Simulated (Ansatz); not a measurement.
# AlRu (Pm-3m) in Ansatz: reference runs

Aim: a first look at AlRu with PBE, on the cell as given and on a disturbed one.

Program: Ansatz 0.2.0. These are calculated values, not measurements. Logs are shortened: lines on timing, memory, paths and dates and some standing lists are left out, and cuts for length are marked.

## (1) Starting point

It takes space group Pm-3m (No. 221, cubic). Conventional cell: a = 2.992 Å, b = 2.992 Å, c = 2.992 Å, α = 90.00°, β = 90.00°, γ = 90.00°. Ru (site symmetry m-3m) has 8 Al at 2.59 Å as nearest neighbours. Al (site symmetry m-3m) is surrounded by 8 Ru at 2.59 Å.

## (2) Single point, PBE

The input, input.yaml:

```yaml
crystal:
  lattice:
    - [2.9916, 0.0, 0.0]
    - [0.0, 2.9916, 0.0]
    - [0.0, 0.0, 2.9916]
  atoms:
    - { symbol: Ru, position: [0.5, 0.5, 0.5] }
    - { symbol: Al, position: [0.0, 0.0, 0.0] }
hamiltonian:
  xc: pbe
  pseudopotentials: { kind: paw }
kpoints:
  mp_grid: { grid: [9, 9, 9] }
scf:
  occupations: { method: fermi_dirac, width: 0.05 }
output:
  forces: true
  stress: true
  eigenvalues: true
```

Potentials or basis: Ansatz PAW.

Command:

```sh
ansatz run input.yaml --threads 2 --pin off --max-ram 5120MiB --backend cpu --events-out ev --progress --plain --runs-dir out
```

Standard output:

```text
Warning: RAYON_NUM_THREADS=2 ignored (pool sized by the plan → 2); use --threads N
Engine: ansatz 0.2.0, aarch64-unknown-linux-gnu
Pseudopotentials: kind: paw
Pseudopotential: Ru, paw, valence charge 16, recommended cutoff 420 eV (normal), Ru.paw.azcp
Pseudopotential: Al, paw, valence charge 3, recommended cutoff 420 eV (normal), Al.paw.azcp
Functional definition: PBE
  parameter kappa = 0.804
  parameter beta = 0.06672455060314922
  exchange = pbe_x(kappa = kappa, mu = beta*pi^2/3)
  correlation = pbe_c(beta = beta)
Crystal: 2 atoms, lattice volume = 26.774 Å³
Basis set: ecut = 420 eV, 485 PW (Γ), exchange–correlation on 40×40×40 points (8 copies of the dense FFT grid, shifted against one another)
Bands: 14, of which v1, the nominal top of the filled ones, is band 10 counted from 1 (9 counted from 0)
Symmetry: 48 space group operations
Space group: Pm-3m (ITA 221), of the structure as read, at distance tolerance 3.0e-5 Å
k-points: 35 of 729
Non-local potential: Ru, projectors of the file, l = 0: 3, l = 1: 2, l = 2: 2, l = 3: 1
Non-local potential: Al, projectors of the file, l = 0: 2, l = 1: 2, l = 2: 1
PAW form: soft (Blöchl's): semilocal exchange-correlation on the pseudo side does not see the compensation charge
PAW one-centre angular grid: Ru, 590 points (default); XC on 64 Gauss nodes
PAW one-centre angular grid: Al, 110 points (default); XC on 64 Gauss nodes
Initial density: superposition of atomic densities (neutral atoms: chi_scale 0, normalization atom), corrected by the library's trained network
Initial wavefunctions: pseudopotential atomic-orbital guess
Functional: x = pbe(κ = 0.804, μ = 0.2195149727645171), c = pbe(β = 0.06672455060314922)
SCF iter   1: F=—  HF=-6417.471154 eV  |F-HF|=—  |Δ(HF+E_count)|=         —  Δρ=7.33e-3  dr2=9.43e-3  ethr=1.77e-3  ⟨swp⟩=5.2  Hψ=2653  notcnv=0
preconditioner: auto → none  [metal: Δε(μ)=0.041 eV  Ē_g=8.892 eV  σ=0.050 eV  W_gap=0.20  n_scr=6 (ndim 8)  ℏωp=23.8 eV  f_vac=0.000  D(μ)=1.84/eV (n_scr^D=18)  sad-step TF]
SCF iter   2: F=—  HF=-6417.469869 eV  |F-HF|=—  |Δ(HF+E_count)|=   1.29e-3  Δρ=4.17e-3  dr2=3.67e-3  ethr=4.97e-5  ⟨swp⟩=1.9  Hψ=827  notcnv=0
SCF iter   3: F=—  HF=-6417.469144 eV  |F-HF|=—  |Δ(HF+E_count)|=   7.25e-4  Δρ=3.84e-4  dr2=2.75e-5  ethr=1.93e-5  ⟨swp⟩=2.0  Hψ=639  notcnv=0
SCF iter   4: F=—  HF=-6417.469041 eV  |F-HF|=—  |Δ(HF+E_count)|=   1.03e-4  Δρ=1.12e-4  dr2=2.88e-6  ethr=1.45e-7  ⟨swp⟩=2.1  Hψ=663  notcnv=0
iter 5 did not close the SCF: its close was put off for the readings that it lacked (scf_convergence_deferred on its scf_iter line)
SCF iter   5: F=-6417.469040 eV  HF=-6417.469040 eV  |F-HF|=1.70e-8  |Δ(HF+E_count)|=   4.80e-7  Δρ=1.36e-5  dr2=2.65e-8  ethr=1.52e-8  ⟨swp⟩=2.7  Hψ=787  notcnv=0
SCF iter   6: F=-6417.469040 eV  HF=-6417.469040 eV  |F-HF|=1.27e-10  |Δ(HF+E_count)|=   3.52e-9  Δρ=1.93e-6  dr2=3.14e-10  ethr=1.39e-10  ⟨swp⟩=2.1  Hψ=1534  notcnv=0
SCF 1 converged in 6 iterations: F = -6417.469040 eV  dr2 = 3.14e-10
SCF converged after 6 iterations
Free energy (F): -6417.469040 eV
Harris-Foulkes:  -6417.469040 eV  (|F-HF|=1.27e-10)
Internal energy: -6417.453643 eV  (E = F + TS)
E sigma→0 (E₀):  -6417.461342 eV
Entropy (-TS):   -0.015397 eV (-7.698 meV/atom)
Fermi energy:    16.033542 eV
--- Per-component energies (eV) ---
  E_band       = -120.141274
  E_kinetic    = 543.113759
  E_local      = -1797.499877  (includes V_loc(G=0)·N_el)
  E_nonlocal   = 354.542286
  E_hartree    = 638.624711
  E_xc         = -232.232984
  E_vxc        = -270.737409  (∫ρ·V_xc dr)
  E_paw        = -3929.177590  (= ΣΔE_a)
  E_vpaw       = -226.808717  (= ΣTr[D̂ρ^β])
  E_aug_tail   = -0.000173  (compensation charges beyond the density's cutoff)
  E_ewald      = -1994.823776
  E_smearing   = -0.015397  (= −TS)
  E_closure    = 0.000000  (closes the sum)
  Σ components = -6417.469040   (vs F -6417.469040, Δ=0.00e0)
--- Forces (eV/Å), atoms counted from 1 ---
  atom   1  Ru     0.00000000    -0.00000000     0.00000000
  atom   2  Al    -0.00000000     0.00000000    -0.00000000
  max |Σ_I F_I| component: 1.80e-29 eV/Å
--- Stress (GPa, compression-positive) ---
        2.541600       0.000000       0.000000
        0.000000       2.541600       0.000000
        0.000000       0.000000       2.541600
  P = ⅓ Tr σ = 2.5416 GPa (25.416 kbar)
--- Band table (eV; the first three rows and the last of 35) ---
  k-point 0: bands = ["-55.7103", "-25.6593", "-25.6593", "-25.6593", "6.4552", "12.5410", "12.5410", "16.2719", "16.2719", "16.2719", "22.1963", "22.1963", "22.1963", "27.0427"]
  k-point 1: bands = ["-55.7084", "-25.6841", "-25.6573", "-25.6573", "6.6906", "12.6165", "12.6231", "15.9919", "15.9919", "16.3005", "21.1668", "22.6556", "22.6556", "26.5345"]
  k-point 2: bands = ["-55.7038", "-25.7463", "-25.6520", "-25.6520", "7.3713", "12.6745", "12.8428", "15.3989", "15.3989", "16.3740", "19.5442", "23.7881", "23.7881", "25.4069"]
  k-point 34: bands = ["-55.6656", "-25.8150", "-25.8145", "-25.8145", "11.3626", "11.5893", "11.5893", "17.2945", "17.2945", "19.0104", "19.2645", "20.5851", "20.5851", "24.8280"]
```

Run time: 0.61 s. Hardware: 2 threads of Arm Neoverse V1, shared host; peak memory 0.27 GiB.

Results:

```yaml
Free_energy: -6417.4690 eV
Pressure: 2.5 GPa
Band_gap_on_the_k_mesh: none (metal or under the smearing width)
```

## (3) Single point, PBE (atoms moved at random, drawn with an rms of 0.05 Å)

Edit input.yaml of step 2 so:

```diff
@@ -6,4 +6,4 @@
   atoms:
-    - { symbol: Ru, position: [0.5, 0.5, 0.5] }
-    - { symbol: Al, position: [0.0, 0.0, 0.0] }
+    - { symbol: Ru, position: [0.497003, 0.511017, 0.487802] }
+    - { symbol: Al, position: [-0.004324, -0.00883, 0.010019] }
 hamiltonian:
@@ -19 +19,5 @@
   eigenvalues: true
+  write_density: true
+  write_potential: true
+  elf: true
+  volumetric_format: npy
```

Potentials or basis: Ansatz PAW.

Command:

```sh
ansatz run input.yaml --threads 2 --pin off --max-ram 5120MiB --backend cpu --events-out ev --progress --plain --runs-dir out
```

Standard output:

```text
Warning: RAYON_NUM_THREADS=2 ignored (pool sized by the plan → 2); use --threads N
Engine: ansatz 0.2.0, aarch64-unknown-linux-gnu
Pseudopotentials: kind: paw
Pseudopotential: Ru, paw, valence charge 16, recommended cutoff 420 eV (normal), Ru.paw.azcp
Pseudopotential: Al, paw, valence charge 3, recommended cutoff 420 eV (normal), Al.paw.azcp
Functional definition: PBE
  parameter kappa = 0.804
  parameter beta = 0.06672455060314922
  exchange = pbe_x(kappa = kappa, mu = beta*pi^2/3)
  correlation = pbe_c(beta = beta)
Crystal: 2 atoms, lattice volume = 26.774 Å³
Basis set: ecut = 420 eV, 485 PW (Γ), exchange–correlation on 40×40×40 points (8 copies of the dense FFT grid, shifted against one another)
Bands: 14, of which v1, the nominal top of the filled ones, is band 10 counted from 1 (9 counted from 0)
Symmetry: 1 space group operations
Space group: P1 (ITA 1), of the structure as read, at distance tolerance 3.0e-5 Å
k-points: 365 of 729 (time reversal used)
Non-local potential: Ru, projectors of the file, l = 0: 3, l = 1: 2, l = 2: 2, l = 3: 1
Non-local potential: Al, projectors of the file, l = 0: 2, l = 1: 2, l = 2: 1
PAW form: soft (Blöchl's): semilocal exchange-correlation on the pseudo side does not see the compensation charge
PAW one-centre angular grid: Ru, 590 points (default); XC on 64 Gauss nodes
PAW one-centre angular grid: Al, 110 points (default); XC on 64 Gauss nodes
Initial density: superposition of atomic densities (neutral atoms: chi_scale 0, normalization atom), corrected by the library's trained network
Initial wavefunctions: pseudopotential atomic-orbital guess
Functional: x = pbe(κ = 0.804, μ = 0.2195149727645171), c = pbe(β = 0.06672455060314922)
SCF iter   1: F=—  HF=-6417.439808 eV  |F-HF|=—  |Δ(HF+E_count)|=         —  Δρ=7.22e-3  dr2=8.98e-3  ethr=1.77e-3  ⟨swp⟩=5.2  Hψ=27697  notcnv=0
preconditioner: auto → none  [metal: Δε(μ)=0.021 eV  Ē_g=8.896 eV  σ=0.050 eV  W_gap=0.10  n_scr=6 (ndim 8)  ℏωp=23.8 eV  f_vac=0.000  D(μ)=1.85/eV (n_scr^D=18)  sad-step TF]
SCF iter   2: F=—  HF=-6417.438562 eV  |F-HF|=—  |Δ(HF+E_count)|=   1.25e-3  Δρ=4.09e-3  dr2=3.49e-3  ethr=4.73e-5  ⟨swp⟩=1.9  Hψ=8812  notcnv=0
SCF iter   3: F=—  HF=-6417.437878 eV  |F-HF|=—  |Δ(HF+E_count)|=   6.84e-4  Δρ=3.82e-4  dr2=2.69e-5  ethr=1.84e-5  ⟨swp⟩=2.0  Hψ=6683  notcnv=0
SCF iter   4: F=—  HF=-6417.437823 eV  |F-HF|=—  |Δ(HF+E_count)|=   5.47e-5  Δρ=1.12e-4  dr2=2.75e-6  ethr=1.42e-7  ⟨swp⟩=2.1  Hψ=6885  notcnv=0
iter 5 did not close the SCF: its close was put off for the readings that it lacked (scf_convergence_deferred on its scf_iter line)
SCF iter   5: F=-6417.437822 eV  HF=-6417.437822 eV  |F-HF|=3.79e-8  |Δ(HF+E_count)|=   4.61e-7  Δρ=1.73e-5  dr2=5.43e-8  ethr=1.45e-8  ⟨swp⟩=2.7  Hψ=8291  notcnv=0
SCF iter   6: F=-6417.437822 eV  HF=-6417.437822 eV  |F-HF|=5.34e-9  |Δ(HF+E_count)|=   1.14e-8  Δρ=5.31e-6  dr2=7.15e-9  ethr=2.86e-10  ⟨swp⟩=5.2  Hψ=28922  notcnv=0
SCF 1 converged in 6 iterations: F = -6417.437822 eV  dr2 = 7.15e-9
SCF converged after 6 iterations
Free energy (F): -6417.437822 eV
Harris-Foulkes:  -6417.437822 eV  (|F-HF|=5.34e-9)
Internal energy: -6417.422416 eV  (E = F + TS)
E sigma→0 (E₀):  -6417.430119 eV
Entropy (-TS):   -0.015406 eV (-7.703 meV/atom)
Fermi energy:    16.030681 eV
--- Per-component energies (eV) ---
  E_band       = -120.170427
  E_kinetic    = 543.247668
  E_local      = -1798.423595  (includes V_loc(G=0)·N_el)
  E_nonlocal   = 354.607814
  E_hartree    = 639.011049
  E_xc         = -232.264063
  E_vxc        = -270.776451  (∫ρ·V_xc dr)
  E_paw        = -3929.207913  (= ΣΔE_a)
  E_vpaw       = -226.848260  (= ΣTr[D̂ρ^β])
  E_aug_tail   = -0.000176  (compensation charges beyond the density's cutoff)
  E_ewald      = -1994.393200
  E_smearing   = -0.015406  (= −TS)
  E_closure    = 0.000000  (closes the sum)
  Σ components = -6417.437822   (vs F -6417.437822, Δ=0.00e0)
--- Forces (eV/Å), atoms counted from 1 ---
  atom   1  Ru    -0.03171142    -0.46875663     0.52319365
  atom   2  Al     0.03170661     0.46868098    -0.52311315
  max |Σ_I F_I| component: 8.05e-5 eV/Å
--- Stress (GPa, compression-positive) ---
        3.382285       0.037287      -0.041596
        0.037287       3.076105      -0.613573
       -0.041596      -0.613573       2.999543
  P = ⅓ Tr σ = 3.1526 GPa (31.526 kbar)
--- Band table (eV; the first three rows and the last of 365) ---
  k-point 0: bands = ["-55.7086", "-25.6594", "-25.6591", "-25.6583", "6.4577", "12.5307", "12.5337", "16.2543", "16.2687", "16.2739", "22.1971", "22.2060", "22.2245", "27.0528"]
  k-point 1: bands = ["-55.7068", "-25.6836", "-25.6571", "-25.6568", "6.6930", "12.6088", "12.6135", "15.9840", "15.9901", "16.2930", "21.1721", "22.6644", "22.6768", "26.5487"]
  k-point 2: bands = ["-55.7021", "-25.7458", "-25.6519", "-25.6516", "7.3733", "12.6685", "12.8320", "15.3920", "15.3995", "16.3655", "19.5482", "23.7954", "23.8052", "25.4204"]
  k-point 364: bands = ["-55.6898", "-25.8558", "-25.6637", "-25.6628", "10.0180", "11.3273", "13.5380", "14.0682", "15.0372", "16.0314", "18.4281", "23.8040", "25.4862", "26.6788"]
```

rho_z.tsv:

```text
# z_ang	rho[e/angstrom^3]
# format = ansatz-planar-average/11
# lattice	2.991600000	0.000000000	0.000000000
# lattice	0.000000000	2.991600000	0.000000000
# lattice	0.000000000	0.000000000	2.991600000
# sites	2
# site	44	1.486834175	1.528758457	1.459308463
# site	13	-0.012935678	-0.026415828	0.029972840
0.000000	2.141003e-1
0.149580	2.236094e-1
0.299160	2.467564e-1
0.448740	2.905460e-1
0.598320	3.723387e-1
0.747900	5.323330e-1
[... 12 lines left out ...]
2.692440	2.303000e-1
2.842020	2.162610e-1
```

Run time: 8.5 s. Hardware: 2 threads of Arm Neoverse V1, shared host; peak memory 0.43 GiB.

What came out:

```
Free energy            : -6417.4378 eV
Pressure               : 3.2 GPa
Largest force          : 0.703 eV/Å
Band gap on the k mesh : none (metal or under the smearing width)
```

Forces in eV/Å, atoms in the order of the input:
```
Ru  -0.032 -0.469  0.523
Al   0.032  0.469 -0.523
```

Stress tensor (GPa, compression positive):
```
 3.38  0.04 -0.04
 0.04  3.08 -0.61
-0.04 -0.61  3.00
```
